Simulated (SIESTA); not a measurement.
# SnTe (Fm-3m) in SIESTA: notebook, part 2 of 3

SIESTA 5.4.2. Earlier steps stand in the parts before.

## Step 3: Band structure, PBE

run.py reads:

```python
from ase import Atoms
from ase.calculators.siesta import Siesta
from ase.units import Ry, GPa

atoms = Atoms(
    ['Te', 'Sn'],
    cell=[
        [0.0, 3.15085, 3.15085],
        [3.15085, 0.0, 3.15085],
        [3.15085, 3.15085, 0.0],
    ],
    scaled_positions=[
        [0.5, 0.5, 0.5],
        [0.0, 0.0, 0.0],
    ],
    pbc=True,
)

fdf = {
    'SCFMustConverge': False,
    'OccupationFunction': 'FD',
    'ElectronicTemperature': '0.05 eV',
    'MaxSCFIterations': '120',
    'SCF.Mixer.Method': 'Pulay',
    'SCF.Mixer.Weight': '0.25',
    'SCF.Mixer.History': '8',
    'SCF.DM.Tolerance': '5.0e-05',
    'SCF.H.Tolerance': '1.0e-03 eV',
    'WriteForces': 'true',
    'Charge.Mulliken': 'end',
    'BandLinesScale': 'ReciprocalLatticeVectors',
    'BandLines': ['  1    0.000000   0.000000   0.000000  \\Gamma', ' 12    0.500000   0.000000   0.500000  X', '  6    0.500000   0.250000   0.750000  W', '  4    0.375000   0.375000   0.750000  K', ' 13    0.000000   0.000000   0.000000  \\Gamma', ' 11    0.500000   0.500000   0.500000  L', '  8    0.625000   0.250000   0.625000  U', '  4    0.500000   0.250000   0.750000  W', '  9    0.500000   0.500000   0.500000  L', '  8    0.375000   0.375000   0.750000  K', '  1    0.625000   0.250000   0.625000  U', '  4    0.500000   0.000000   0.500000  X'],
}
calc = Siesta(
    label="SnTe",
    command="siesta < PREFIX.fdf > PREFIX.out",
    pseudo_path="pseudos",
    pseudo_qualifier="",
    xc=('GGA', 'PBE'),
    basis_set="SZ",
    mesh_cutoff=500 * Ry,
    energy_shift=0.003 * Ry,
    kpts=[7, 7, 7],
    spin="non-polarized",
    fdf_arguments=fdf,
)
atoms.calc = calc

print(f"energy = {atoms.get_potential_energy():.6f} eV")
free = atoms.get_potential_energy(force_consistent=True)
print(f"free energy = {free:.6f} eV")
print("forces (eV/A):")
print(atoms.get_forces(apply_constraint=False).round(6))
print("stress (GPa, Voigt order, tension positive):", (atoms.get_stress() / GPa).round(4))
```

Potentials or basis: PseudoDojo 0.4 standard (PBE files), SZ (energy shift 0.003 Ry).

The run is started by

```console
> python run.py
```

Wall time 11 s (1 thread of AMD EPYC 7R43 (Zen 3), shared host); peak memory 0.2 GiB.

The run converged. Its results:

```
Free energy             : -4996.5390 eV
Pressure                : 7.6 GPa
Band gap along the path : 0.08 eV, direct
```

Levels at the corners of the path, in eV from the Fermi level:
| point | band 13 | band 14 | band 15 | band 16 | band 17 | band 18 |
| --- | --- | --- | --- | --- | --- | --- |
| Γ | -2.56 | -2.56 | -2.56 | 3.21 | 3.21 | 3.21 |
| X | -6.09 | -4.22 | -4.22 | 4.77 | 4.77 | 6.03 |
| W | -5.33 | -5.33 | -1.11 | 0.81 | 5.21 | 5.21 |
| K | -5.69 | -3.71 | -3.04 | 3.16 | 3.30 | 5.50 |
| Γ | -2.56 | -2.56 | -2.56 | 3.21 | 3.21 | 3.21 |
| L | -2.14 | -2.14 | -0.01 | 0.07 | 0.23 | 0.23 |
| U | -5.69 | -3.71 | -3.04 | 3.16 | 3.30 | 5.50 |
| W | -5.33 | -5.33 | -1.11 | 0.81 | 5.21 | 5.21 |
| L | -2.14 | -2.14 | -0.01 | 0.07 | 0.23 | 0.23 |
| K | -5.69 | -3.71 | -3.04 | 3.16 | 3.30 | 5.50 |
| U | -5.69 | -3.71 | -3.04 | 3.16 | 3.30 | 5.50 |
| X | -6.09 | -4.22 | -4.22 | 4.77 | 4.77 | 6.03 |

Caveat: the basis has no polarisation orbitals; this odd mesh misses L, where the gap lies, so gap, dielectric constants and Born charges aren't listed; spin-orbit coupling is left out, which moves the levels of the heavy elements; the basis of atomic orbitals isn't converged, which shifts pressures, moduli and gaps.

## Step 4: Band structure, PBE

Changes to run.py since step 3:

```diff
@@ -39,5 +39,5 @@
     xc=('GGA', 'PBE'),
-    basis_set="SZ",
+    basis_set="DZ",
     mesh_cutoff=500 * Ry,
-    energy_shift=0.003 * Ry,
+    energy_shift=0.01 * Ry,
     kpts=[7, 7, 7],
```

Potentials or basis: PseudoDojo 0.4 standard (PBE files), DZ (energy shift 0.01 Ry).

The run is started by

```console
> python run.py
```

What it wrote:

```text
Job completed
energy = -4994.870793 eV
free energy = -4994.870894 eV
forces (eV/A):
[[-0.  0.  0.]
 [-0.  0. -0.]]
stress (GPa, Voigt order, tension positive): [-1.6774 -1.6774 -1.6774 -0.0186 -0.0186 -0.0186]
```

SnTe.fdf:

```text
SystemName	SnTe
SystemLabel	SnTe

%block BandLines
  1    0.000000   0.000000   0.000000  \Gamma
 12    0.500000   0.000000   0.500000  X
  6    0.500000   0.250000   0.750000  W
  4    0.375000   0.375000   0.750000  K
 13    0.000000   0.000000   0.000000  \Gamma
 11    0.500000   0.500000   0.500000  L
  8    0.625000   0.250000   0.625000  U
  4    0.500000   0.250000   0.750000  W
  9    0.500000   0.500000   0.500000  L
  8    0.375000   0.375000   0.750000  K
  1    0.625000   0.250000   0.625000  U
  4    0.500000   0.000000   0.500000  X
%endblock BandLines
BandLinesScale	ReciprocalLatticeVectors
Charge.Mulliken	end
ElectronicTemperature	0.05 eV
MaxSCFIterations	120
OccupationFunction	FD
SCF.DM.Tolerance	5.0e-05
SCF.H.Tolerance	1.0e-03 eV
SCF.Mixer.History	8
SCF.Mixer.Method	Pulay
SCF.Mixer.Weight	0.25
SCFMustConverge	False
WriteForces	true

Spin	non-polarized
XC.functional	GGA
XC.authors	PBE

MeshCutoff	6802.846506091811	eV
PAO.EnergyShift	0.13605693012183623	eV

NumberOfSpecies	2
NumberOfAtoms	2
%block ChemicalSpecieslabel
    1 52 Te.1 Te.1.psml
    2 50 Sn.2 Sn.2.psml
%endblock ChemicalSpecieslabel

%block PAO.BasisSizes
    Te.1	DZ
    Sn.2	DZ
%endblock PAO.BasisSizes

LatticeConstant	1.0 Ang
%block LatticeVectors
    0.0 3.15085 3.15085
    3.15085 0.0 3.15085
    3.15085 3.15085 0.0
%endblock LatticeVectors
AtomicCoordinatesFormat	Ang
%block AtomicCoordinatesAndAtomicSpecies
    3.15085 3.15085 3.15085 1
    0.0 0.0 0.0 2
%endblock AtomicCoordinatesAndAtomicSpecies
%block DM.InitSpin
%endblock DM.InitSpin

#KPoint grid
%block kgrid_Monkhorst_Pack
     7       0       0  0.0
     0       7       0  0.0
     0       0       7  0.0
%endblock kgrid_Monkhorst_Pack
```

SnTe.out:

```text
Version         : 5.4.2

[... 6 lines left out ...]
 NOTE: Please see the manual for full details and compatibility measures.

reinit: Reading from standard input
reinit: Dumping input in INPUT_TMP.18808
************************** Dump of input data file ****************************
SystemName	SnTe
SystemLabel	SnTe
%block BandLines
  1    0.000000   0.000000   0.000000  \Gamma
[... 726 lines left out ...]
              1.996   1.996   1.995   1.996   1.995

Species: Sn.2
Atom  Qatom  Qorb
               5s      5s      5py     5pz     5px     5py     5pz     5px
               4dxy    4dyz    4dz2    4dxz    4dx2-y2
   2 14.040   1.882  -0.005   0.840   0.840   0.840  -0.107  -0.107  -0.107
              1.997   1.997   1.986   1.997   1.986

mulliken: Qtot =       30.000

Mulliken Atomic Populations:
Atom #   charge [q] valence [e]  Species
     1     0.039637   15.960363  Te.1
     2    -0.039637   14.039637  Sn.2
 Total    -0.000000

Job completed
```

It took 5.5 s on 1 thread of AMD EPYC 9R45 (Zen 5), shared host; peak memory 0.2 GiB.

What came out:

```yaml
Free_energy: -4994.8709 eV
Pressure: 1.7 GPa
Band_gap_along_the_path: none (metal or under the smearing width)
```

Levels at the corners of the path, in eV from the Fermi level:
```tsv
point	band 11	band 12	band 13	band 14	band 15	band 16	band 17	band 18	band 19	band 20
Γ	-13.01	-4.88	-2.44	-2.44	-2.44	3.23	3.23	3.23	23.31	23.31
X	-11.40	-6.65	-6.00	-4.10	-4.10	4.84	4.84	6.21	11.81	15.30
W	-11.35	-7.61	-5.19	-5.19	-1.07	0.77	5.31	5.31	9.67	9.67
K	-11.41	-7.67	-5.57	-3.58	-2.91	3.01	3.23	5.62	10.36	11.50
Γ	-13.01	-4.88	-2.44	-2.44	-2.44	3.23	3.23	3.23	23.31	23.31
L	-11.80	-8.65	-2.08	-2.08	-0.01	0.00	0.24	0.24	10.86	11.21
U	-11.41	-7.67	-5.57	-3.58	-2.91	3.01	3.23	5.62	10.36	11.50
W	-11.35	-7.61	-5.19	-5.19	-1.07	0.77	5.31	5.31	9.67	9.67
L	-11.80	-8.65	-2.08	-2.08	-0.01	0.00	0.24	0.24	10.86	11.21
K	-11.41	-7.67	-5.57	-3.58	-2.91	3.01	3.23	5.62	10.36	11.50
U	-11.41	-7.67	-5.57	-3.58	-2.91	3.01	3.23	5.62	10.36	11.50
X	-11.40	-6.65	-6.00	-4.10	-4.10	4.84	4.84	6.21	11.81	15.30
```

Caveat: the basis has no polarisation orbitals; this odd mesh misses L, where the gap lies, so gap, dielectric constants and Born charges aren't listed; semicore shells carry a single zeta, which can move pressures by several GPa and volumes by a few percent; spin-orbit coupling is left out, which moves the levels of the heavy elements; the basis of atomic orbitals isn't converged, which shifts pressures, moduli and gaps.

## Step 5: Band structure, RPBE

SnTe.fdf reads:

```
SystemName                      SnTe
SystemLabel                     SnTe
NumberOfSpecies                 2
NumberOfAtoms                   2
%block ChemicalSpeciesLabel
  1  52 Te
  2  50 Sn
%endblock ChemicalSpeciesLabel

LatticeConstant                 1.0 Ang
%block LatticeVectors
     0.0000000000     3.1508500000     3.1508500000
     3.1508500000     0.0000000000     3.1508500000
     3.1508500000     3.1508500000     0.0000000000
%endblock LatticeVectors
AtomicCoordinatesFormat         Fractional
%block AtomicCoordinatesAndAtomicSpecies
     0.5000000000     0.5000000000     0.5000000000  1  Te
     0.0000000000     0.0000000000     0.0000000000  2  Sn
%endblock AtomicCoordinatesAndAtomicSpecies

%block kgrid.MonkhorstPack
    7   0   0  0.0
    0   7   0  0.0
    0   0   7  0.0
%endblock kgrid.MonkhorstPack
XC.Functional                   GGA
XC.Authors                      RPBE
PAO.BasisSize                   DZP
PAO.EnergyShift                 0.003 Ry
Mesh.Cutoff                     500 Ry
OccupationFunction              FD
ElectronicTemperature           0.05 eV
MaxSCFIterations                120
SCF.MustConverge                false
SCF.Mixer.Method                Pulay
SCF.Mixer.Weight                0.25
SCF.Mixer.History               8
SCF.DM.Tolerance                5.0e-05
SCF.H.Tolerance                 1.0e-03 eV
WriteForces                     true
Charge.Mulliken                 end
BandLinesScale                  ReciprocalLatticeVectors
%block BandLines
    1    0.000000   0.000000   0.000000  \Gamma
   12    0.500000   0.000000   0.500000  X
    6    0.500000   0.250000   0.750000  W
    4    0.375000   0.375000   0.750000  K
   13    0.000000   0.000000   0.000000  \Gamma
   11    0.500000   0.500000   0.500000  L
    8    0.625000   0.250000   0.625000  U
    4    0.500000   0.250000   0.750000  W
    9    0.500000   0.500000   0.500000  L
    8    0.375000   0.375000   0.750000  K
    1    0.625000   0.250000   0.625000  U
    4    0.500000   0.000000   0.500000  X
%endblock BandLines
%block PAO.Basis
  Te 4
  n=5 0 2
    5.635 0.000
  n=5 1 2
    7.356 0.000
  n=4 2 2
    3.260 0.000
  n=5 2 1
    7.356
  Sn 4
  n=5 0 2
    6.445 0.000
  n=5 1 2
    8.791 0.000
  n=4 2 2
    3.752 0.000
  n=5 2 1
    8.791
%endblock PAO.Basis
```

Potentials or basis: PseudoDojo 0.4 standard (PBE files), DZP (energy shift 0.003 Ry; two zetas on semicore shells).

The run is started by

```console
> siesta < SnTe.fdf > SnTe.out 2>&1
```

SnTe.out:

```text
Version         : 5.4.2

                           ***********************
                           *  WELCOME TO SIESTA  *
                           ***********************

 NOTE: Siesta V5 introduces some new defaults for basis-set generation
 NOTE: which might lead to slightly different numerical results.
 NOTE: Please see the manual for full details and compatibility measures.

reinit: Reading from standard input
reinit: Dumping input in INPUT_TMP.25066
************************** Dump of input data file ****************************
SystemName                      SnTe
SystemLabel                     SnTe
NumberOfSpecies                 2
NumberOfAtoms                   2
%block ChemicalSpeciesLabel
  1  52 Te
  2  50 Sn
%endblock ChemicalSpeciesLabel
LatticeConstant                 1.0 Ang
%block LatticeVectors
     0.0000000000     3.1508500000     3.1508500000
     3.1508500000     0.0000000000     3.1508500000
     3.1508500000     3.1508500000     0.0000000000
%endblock LatticeVectors
AtomicCoordinatesFormat         Fractional
%block AtomicCoordinatesAndAtomicSpecies
     0.5000000000     0.5000000000     0.5000000000  1  Te
     0.0000000000     0.0000000000     0.0000000000  2  Sn
[... 746 lines left out ...]

siesta: Pressure (static):
siesta:                Solid            Molecule  Units
siesta:           0.00029022          0.00029022  Ry/Bohr**3
siesta:           0.02664656          0.02664656  eV/Ang**3
siesta:          42.69249924         42.69249924  kBar

Basis Enthalpy Calculation:
    Basis Pressure for species 1(Te) :      0.2000000 GPa
    Basis Pressure for species 2(Sn) :      0.2000000 GPa

    Orbital volume contribution        =           2.467801 eV
    (Free)E + p_basis*V_orbitals       =       -4997.772063 eV
    (Free)Eharris+ p_basis*V_orbitals  =       -4997.772063 eV

mulliken: Atomic and Orbital Populations:

Species: Te
Atom  Qatom  Qorb
               5s      5s      5py     5pz     5px     5py     5pz     5px
               4dxy    4dyz    4dz2    4dxz    4dx2-y2 4dxy    4dyz    4dz2
               4dxz    4dx2-y2 5dxy    5dyz    5dz2    5dxz    5dx2-y2
   1 16.068   1.748   0.071   1.061   1.061   1.061   0.214   0.214   0.214
              1.967   1.967   1.961   1.967   1.961   0.037   0.037   0.045

              0.037   0.045   0.036   0.036   0.145   0.036   0.145

Species: Sn
Atom  Qatom  Qorb
               5s      5s      5py     5pz     5px     5py     5pz     5px
               4dxy    4dyz    4dz2    4dxz    4dx2-y2 4dxy    4dyz    4dz2
               4dxz    4dx2-y2 5dxy    5dyz    5dz2    5dxz    5dx2-y2
   2 13.932   1.701   0.080   0.398   0.398   0.398   0.129   0.129   0.129
              1.966   1.966   1.964   1.966   1.964   0.044   0.044   0.043

              0.044   0.043   0.050   0.050   0.188   0.050   0.188

mulliken: Qtot =       30.000

Mulliken Atomic Populations:
Atom #   charge [q] valence [e]  Species
     1    -0.068075   16.068075  Te
     2     0.068075   13.931925  Sn
 Total     0.000000

Job completed
```

It took 21 s on 1 thread of AMD EPYC 9R45 (Zen 5), shared host; peak memory 0.27 GiB.

Results:

* Free energy: -5000.2399 eV
* Pressure: 4.3 GPa
* Band gap along the path: 0.08 eV, direct

Levels at the corners of the path, in eV from the Fermi level:
```csv
point,band 13,band 14,band 15,band 16,band 17,band 18
Γ,-2.25,-2.25,-2.25,3.35,3.35,3.35
X,-5.74,-3.88,-3.88,2.16,5.02,5.02
W,-4.98,-4.98,-0.96,0.80,4.67,4.67
K,-5.34,-3.39,-2.84,2.95,3.12,4.33
Γ,-2.25,-2.25,-2.25,3.35,3.35,3.35
L,-1.96,-1.96,-0.05,0.03,0.28,0.28
U,-5.34,-3.39,-2.84,2.95,3.12,4.33
W,-4.98,-4.98,-0.96,0.80,4.67,4.67
L,-1.96,-1.96,-0.05,0.03,0.28,0.28
K,-5.34,-3.39,-2.84,2.95,3.12,4.33
U,-5.34,-3.39,-2.84,2.95,3.12,4.33
X,-5.74,-3.88,-3.88,2.16,5.02,5.02
```

Caveat: this odd mesh misses L, where the gap lies, so gap, dielectric constants and Born charges aren't listed; the potentials were made for another functional, which shifts forces and pressure; spin-orbit coupling is left out, which moves the levels of the heavy elements; the basis of atomic orbitals isn't converged, which shifts pressures, moduli and gaps.

[end of part 2 of 3]
